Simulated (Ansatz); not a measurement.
Crystal: WS2.

```xyz
3
Lattice="3.0507 0.0000 0.0000 0.0000 3.0507 0.0000 0.0000 0.0000 6.3241" Properties=species:S:1:pos:R:3 pbc="T T T"
W     0.0000    0.0000    0.0000
S     1.5253    1.5253    1.7981
S     1.5253    1.5253    4.5260
```

The cell was built by a generator and needn't be a form met in nature.

```yaml
Program: Ansatz 0.2.0
Task: single point
Functional: PBE
Potentials_or_basis: all-electron LAPW, scalar-relativistic
Cutoff: 216 eV (chosen from the basis error)
Basis_error_allowed: 0.001 eV/atom
k_mesh: 9 × 9 × 4
Occupations: fermi-dirac, width 0.05 eV
Spin: no spin polarisation
```

On this cell: pressure -18.4 GPa; largest force 4.313 eV/Å; band gap on the k mesh none (metal or under the smearing width).

The same run follows on a disturbed copy (atoms moved at random, drawn with an rms of 0.05 Å):

```
W S
1.0
     3.05066    0.00000    0.00000
     0.00000    3.05066    0.00000
     0.00000    0.00000    6.32415
W S
1 2
Direct
  0.98991 0.02075 0.00379
  0.49997 0.49118 0.27973
  0.51347 0.50637 0.71075
```

Task: What changes?

Result: The energy (extrapolated to zero smearing) moves by +2.1 meV/atom; pressure -18.2 GPa; largest force 4.417 eV/Å; band gap on the k mesh none (metal or under the smearing width).

Forces in eV/Å, atoms in the order of the input:
```
W   -0.157  0.187 -0.245
S    0.094 -0.046 -4.170
S    0.063 -0.140  4.415
```

Stress tensor (GPa, compression positive):
```
-13.31  -0.28   0.26
 -0.28 -13.33   0.65
  0.26   0.65 -27.87
```

Caveats: so large a pressure means that the cell lies far from this level's equilibrium, or that cutoff or potentials fall short (some runs); forces of over 1 eV/Å show positions far from the minimum, so gaps and moduli don't describe the material at rest (some runs).
